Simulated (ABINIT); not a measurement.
Write the native input for ABINIT 10.8.3 (patched build) that does the following.

* Task: relaxation of cell and atoms
* Functional: LDA
* Potentials or basis: JTH PAW LDA v2.0
* Cutoff: 544 eV
* k mesh: 8 × 8 × 4
* Occupations: fermi-dirac, width 0.05 eV
* Spin: no spin polarisation
* Cell freedom (optcell): 2
* Cutoff smearing ecutsm (Ha): 0.5
* Optimiser (ionmov): 22
* Force stop (Ha/bohr): 5e-05
* Fine-grid cutoff: 1088.46 eV

Crystal: MgS.

```
S Mg
1.0
     4.03462    0.00000    0.00000
    -2.01731    3.49409    0.00000
     0.00000    0.00000    6.43229
S Mg
2 2
Direct
  0.66667 0.33333 0.87924
  0.33333 0.66667 0.37924
  0.33333 0.66667 0.99575
  0.66667 0.33333 0.49575
```

The cell comes from a database or a generator and needn't be the stable form of this composition.

The input as run:

run.abi

```
# Pseudopotentials
pp_dirpath "./"
pseudos "S.LDA_PW-JTH.xml, Mg.LDA_PW-JTH.xml"

# Structure
acell 3*1.0 Angstrom
rprim
     4.0346224068     0.0000000000     0.0000000000
    -2.0173112034     3.4940854990     0.0000000000
     0.0000000000     0.0000000000     6.4322941800
ntypat 2
znucl 16 12
natom 4
typat 1 1 2 2
xred
     0.6666666667     0.3333333333     0.8792441500
     0.3333333333     0.6666666667     0.3792441500
     0.3333333333     0.6666666667     0.9957548500
     0.6666666667     0.3333333333     0.4957548500
chkprim 0
chksymtnons 0
tolsym 1.0e-6

# Plane-wave basis
ecut 544.227725 eV
pawecutdg 40.0

# k points
kptopt 1
ngkpt 8 8 4
nshiftk 1
shiftk 0.0 0.0 0.0

# Exchange and correlation
ixc 7

# Bands and occupations
nband 20
occopt 3
tsmear 0.05 eV

# SCF cycle
nstep 100
tolvrs 1.0e-9

# Output
iomode 3
prtwf 0
prtden 0
prteig 0
prtebands 0

# Relaxation
ionmov 22
ntime 60
tolmxf 5.0e-5
optcell 2
dilatmx 1.08
ecutsm 0.5
```

Potentials or basis: JTH PAW LDA v2.0.

Launch:

```console
$ abinit run.abi > log 2>&1
```

Results of the run:

| Item | Value |
| --- | --- |
| Relaxed volume | 21.91 Å³/atom |
| Relaxed cell | a = 3.987 Å, b = 3.987 Å, c = 6.367 Å, α = 90.00°, β = 90.00°, γ = 120.00° |
| Space group after relaxing (to 0.05 Å) | P6_3mc (No. 186) |
| Energy gained by relaxing | 4.9 meV/atom |
| Ionic steps | 11 |
| Pressure after relaxing | 0.0 GPa |
| Band gap on the k mesh | 3.33 eV, direct |
| Valence electrons inside the program's atomic spheres | S 3.63; Mg 8.24 |

It took 9 min on 1 thread of Arm Neoverse V1, with other jobs on the host, peak memory 0.15 GiB.
